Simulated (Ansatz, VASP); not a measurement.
**GePt in VASP and in Ansatz**

```
CELL_PARAMETERS angstrom
3.19646 0.00000 0.00000
0.00000 3.19646 0.00000
0.00000 0.00000 3.18386
ATOMIC_POSITIONS crystal
Ge 0.50000 0.50000 0.50000
Pt 0.00000 0.00000 0.00000
```

Change from the starting cell: species swapped into the FePt type (P4/mmm, No. 123).

Alike in both runs: functional PBE; k mesh 6 × 6 × 6; occupations gaussian, width 0.1 eV; no spin polarisation.

Ansatz relaxed the structure, and its values are those at the end. VASP's run is a single point on that final structure, the one shown.

|  | VASP | Ansatz |
| --- | --- | --- |
| version | VASP 6.6.1 | Ansatz 0.2.0 |
| potentials or method | VASP PAW PBE potentials, release 64 (Ge_d, Pt) | scalar-relativistic, plane waves, PAW |
| plane-wave cutoff (eV) | 520 | 420 |
| valence electrons in the cell | 24 | 32 |

|  | VASP | Ansatz | Ansatz less VASP |
| --- | --- | --- | --- |
| gap on the k mesh at the Fermi level (eV) | none | none | - |
| pressure (GPa) | 0.3 | 0.3 | +0.01 |

A gap of «none» marks a metal or a gap that the smearing closes. The functional is the same, so the differences come from potentials, cutoffs and numerics. The two sets of potentials don't hold the same shells in valence.

Spin-orbit coupling is left out, which matters for the levels of Pt.
